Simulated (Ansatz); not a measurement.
**ZrS2 (CdI2 type): gap against strain (epitaxial in the xy plane)**

ZrS2 in the CdI2-type structure, relaxed with r2SCAN+rVV10 in Ansatz, then strained (epitaxial in the xy plane; changes of length per length, axes as in the cell below) with the atoms relaxed again within the symmetry that is left. Space group P-3m1 (No. 164), trigonal; a = 3.674 Å, c = 5.857 Å in the conventional setting, 22.83 Å³ an atom. Zr has 6 S at 2.57 Å; S has 3 Zr at 2.57 Å. Spin-unpolarised throughout; all numbers are computed.

```yaml
crystal:
  lattice:
    - [3.67440, 0.00000, 0.00000]
    - [-1.83720, 3.18212, 0.00000]
    - [0.00000, 0.00000, 5.85686]
  atoms:
    - { symbol: Zr, position: [0.00000, 0.00000, 0.00000] }
    - { symbol: S, position: [0.33333, 0.66667, 0.24623] }
    - { symbol: S, position: [0.66667, 0.33333, 0.75377] }
```

Gaps are the least over each mesh (PBE 12×12×4, r2SCAN 12×12×4, HSE06 6×6×4 when unstrained) and the special points, which keep their unstrained names.

| strain (%) | free normal strain (%) | gap, PBE (eV) | gap, r2SCAN (eV) | gap, HSE06 (eV) | edges, HSE06 |
| --- | --- | --- | --- | --- | --- |
| -5.0 | +2.13 | 0.318 | 0.617 | 1.032 | Γ → L |
| -4.0 | +1.78 | 0.484 | 0.790 | 1.219 | Γ → L |
| -3.0 | +1.34 | 0.639 | 0.952 | 1.395 | Γ → L |
| -2.0 | +1.00 | 0.777 | 1.080 | 1.548 | Γ–K (0.16) → L |
| -1.0 | +0.50 | 0.828 | 1.132 | 1.609 | (-0.089, 0.005, 0.005) → L |
| 0.0 | 0.00 | 0.877 | 1.181 | 1.667 | Γ–M (0.17) → L |
| +1.0 | -0.50 | 0.922 | 1.226 | 1.719 | (-0.078, 0.036, 0) → L |
| +2.0 | -1.00 | 0.965 | 1.268 | 1.769 | (-0.068, 0.031, 0) → L |
| +3.0 | -1.50 | 1.006 | 1.309 | 1.818 | Γ–K (0.03) → L |
| +4.0 | -2.00 | 1.045 | 1.347 | 1.863 | Γ → L |

Between zero and the nearest strains the slope of the HSE06 gap against strain is +0.057 eV per percent for negative and +0.052 for positive strain.

Where an edge lies off the special points, it is a point of the mesh or the k point where a search put PBE's edge or least direct gap, reused for the other functionals, whose own edges may lie a little apart.

Coordinates of k points refer to the reciprocal vectors of the primitive cell of the runs.

The meshes of the hybrids are coarse, so their gaps aren't converged to the digits shown.
